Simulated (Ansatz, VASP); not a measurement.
## K: VASP beside Ansatz

```xyz
1
Lattice="-2.6125 2.6125 2.6125 2.6125 -2.6125 2.6125 2.6125 2.6125 -2.6125" Properties=species:S:1:pos:R:3 pbc="T T T"
K     0.0000    0.0000    0.0000
```

Alike in both runs: functional PBEsol; k mesh 12 × 12 × 12; occupations fermi-dirac, width 0.15 eV; no spin polarisation.

Ansatz relaxed the structure, and its values are those at the end. VASP's run is a single point on that final structure, the one shown.

|  | VASP | Ansatz |
| --- | --- | --- |
| version | VASP 6.6.1 | Ansatz 0.2.0 |
| potentials or method | VASP PAW PBE potentials, release 64 (K_sv) | scalar-relativistic, plane waves, PAW |
| plane-wave cutoff (eV) | 520 | 420 |
| valence electrons in the cell | 9 | 9 |

```csv
,VASP,Ansatz,Ansatz less VASP
gap on the k mesh at the Fermi level (eV),none,none,-
pressure (GPa),0.0,0.0,+0.01
```

A gap of «none» marks a metal or a gap that the smearing closes. The functional is the same, so the differences come from potentials, cutoffs and numerics.

Caveats: the PAW data sets were made with another functional, which shifts forces and pressure a little (VASP).
